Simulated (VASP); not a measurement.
Wanted: the native input for a VASP 6.6.1 run.

| Item | Value |
| --- | --- |
| Task | density of states |
| Functional | PBE |
| Potentials or basis | VASP PAW PBE potentials, release 64 (Pt) |
| Cutoff | 520 eV |
| k mesh | 18 × 18 × 18 |
| Occupations | gaussian, width 0.1 eV |
| Spin | non-collinear spin, zero start, spin-orbit coupling |
| Starting moments | [[0.0, 0.0, 0.0]] μB |
| k mesh for the DOS | 27 × 27 × 27 |
| Occupations for the DOS | tetrahedron |
| Further INCAR settings | ALGO = Normal; EDIFF = 1e-07; NBANDS = 21 |

The system is Pt.

```
Pt
1.0
     0.00000    1.98597    1.98597
     1.98597    0.00000    1.98597
     1.98597    1.98597    0.00000
Pt
1
Direct
  0.00000 0.00000 0.00000
```

The input as run:

POSCAR

```
Pt                                      
1.0
    0.0000000000      1.9859745262      1.9859745262
    1.9859745262      0.0000000000      1.9859745262
    1.9859745262      1.9859745262      0.0000000000
  Pt            
     1
Direct
     0.0000000000000000    0.0000000000000000    0.0000000000000000
```

INCAR.step1

```
SYSTEM = Pt
ALGO = Normal ; EDIFF = 1E-7
ENCUT = 520 ; GGA = PE
GGA_COMPAT = .False. ; ISIF = 2
ISMEAR = 0 ; KPAR = 4
LASPH = .True. ; LCHARG = .True.
LMAXMIX = 4 ; LREAL = .False.
LSORBIT = .True. ; LWAVE = .False.
MAGMOM = 0 0 0 ; NBANDS = 21
NELM = 60 ; PREC = Accurate
SIGMA = 0.1
```

KPOINTS.step1

```
k-points
0
Gamma
  18 18 18
  0 0 0
```

INCAR.step2

```
SYSTEM = Pt
ALGO = Normal ; EDIFF = 1E-7
ENCUT = 520 ; GGA = PE
GGA_COMPAT = .False. ; ICHARG = 11
ISIF = 2 ; ISMEAR = -5
KPAR = 4 ; LASPH = .True.
LCHARG = .False. ; LMAXMIX = 4
LORBIT = 11 ; LREAL = .False.
LSORBIT = .True. ; LWAVE = .False.
MAGMOM = 0 0 0 ; NBANDS = 21
NEDOS = 2001 ; NELM = 60
PREC = Accurate ; SIGMA = 0.1
```

KPOINTS.step2

```
k-points
0
Gamma
  27 27 27
  0 0 0
```

Potentials or basis: VASP PAW PBE potentials, release 64 (Pt).

Command:

```sh
$ cat potpaw_PBE.64/Pt/POTCAR > POTCAR
$ cp INCAR.step1 INCAR
$ cp KPOINTS.step1 KPOINTS
$ mpirun -np 4 vasp_ncl > vasp.out
$ cp INCAR.step2 INCAR
$ cp KPOINTS.step2 KPOINTS
$ mpirun -np 4 vasp_ncl > vasp.out
```

It gave:

```
Net moment                                            : 0.00 μB per cell
Valence electrons inside the program's atomic spheres : Pt 9.20
```

It took 49 s on 4 MPI ranks on Intel(R) Xeon(R) 6975P-C (Granite Rapids), with other jobs on the host, peak memory 0.37 GiB a rank.
